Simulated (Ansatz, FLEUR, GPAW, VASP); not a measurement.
# ZnS: 5 runs at one level of theory

```xyz
2
Lattice="0.0000 2.7020 2.7020 2.7020 0.0000 2.7020 2.7020 2.7020 0.0000" Properties=species:S:1:pos:R:3 pbc="T T T"
Zn    4.0530    4.0530    4.0530
S     0.0000    0.0000    0.0000
```

Alike in all runs: task band structure; functional RPBE; k mesh 9 × 9 × 9; occupations fermi-dirac, width 0.05 eV; no spin polarisation; no spin-orbit coupling. Pressure is positive in compression and, in plane waves, holds the error of the finite cutoff, which Ansatz's Pulay term estimates and takes out. Gaps are the smaller of the mesh's and the band path's.

```
                                                    program and potentials  plane-wave cutoff (eV)                                                                                   notes  band gap (eV)  pressure (GPa)
                                                        Ansatz, Ansatz PAW                     420  potentials made for PBE, which Ansatz adapts in part; Pulay term of +0.08 GPa included           2.28            4.19
                                                FLEUR, all-electron, FLAPW                       -                                                                                       -           2.48               -
GPAW, the program's PAW data sets (release 1.2.1) made for this functional                     600                                                                                       -           2.27            4.49
                                         VASP, PBE PAW files S, Zn, 520 eV                     520                                                                 potentials made for PBE           2.28            4.33
                            Ansatz, all-electron LAPW, scalar-relativistic                       -                                                                                       -           2.29            4.19
```

The band gap spans 2.27 (GPAW, the program's PAW data sets (release 1.2.1) made for this functional) to 2.48 eV (FLEUR, all-electron, FLAPW), with all-electron results at 2.29 to 2.48. The pressure spans 4.19 (Ansatz, Ansatz PAW) to 4.49 GPa (GPAW, the program's PAW data sets (release 1.2.1) made for this functional), with all-electron results at 4.19. Some sets were made for another functional than the one run, which can shift their rows.

The functional is the same throughout but for its coding, so the spread measures potentials, basis and numerics; runs on potential files found faulty are left out.
